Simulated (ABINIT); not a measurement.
A run of ABINIT 10.8.3 (patched build) is set up as follows.

Contents of run.abi:

```
pp_dirpath "./"
pseudos "Zn.GGA_PBE-JTH.xml, O.GGA_PBE-JTH.xml"

acell 3.249308 3.249308 5.205709 Angstrom
rprim
     1.0000000000     0.0000000000     0.0000000000
    -0.5000000000     0.8660254038     0.0000000000
     0.0000000000     0.0000000000     1.0000000000
ntypat 2
znucl 30 8
natom 4
typat 1 1 2 2
xred
     0.6666666667     0.3333333333     0.0000000000
     0.3333333333     0.6666666667     0.5000000000
     0.3333333333     0.6666666667     0.8790100000
     0.6666666667     0.3333333333     0.3790100000

ecut 28.0
pawecutdg 50.0

kptopt 1
ngkpt 7 7 4
nshiftk 1
shiftk 0.0 0.0 0.0

ixc -497498
usekden 1
pawxcdev 0

nband 22
occopt 3
tsmear 0.00183747

nstep 100
tolvrs 1.0e-7

iomode 3
prtwf 0
prtden 0
prteig 0
prtebands 0
enunit 1
```

Potentials or basis: JTH PAW PBE v2.0.

Command:

```bash
$ mpirun --bind-to none -np 4 abinit run.abi > log 2>&1
```

Problem. Predict the pressure.

Solution. -1.2 GPa.

Problem. Predict the band gap on the k mesh.

Solution. 1.21 eV, direct.

Problem. Predict the largest force.

Solution. 0.073 eV/Å.

Stress tensor (GPa, compression positive):
```
-1.74  0.00  0.00
 0.00 -1.74  0.00
 0.00  0.00 -0.11
```

Caveat: the PAW data sets were made with another functional, which shifts forces and pressure a little.

**The experiment to reproduce.**

From “Electronic structure of alkaline earth and post-transition metal oxides”, 2009, arxiv:0908.1581, for a bulk crystal of ZnO: band gap 3.37 eV.

A measured gap of ZnO is 3.37 eV (quoted in “Electronic structure of alkaline earth and post-transition metal oxides”, 2009, arxiv:0908.1581); the calculated 1.21 eV misses it by -2.16 eV. So large a miss can be the level of theory's own, or it may mean another phase, state or a wrong row. The value is that of r2SCAN, without temperature or zero-point motion.
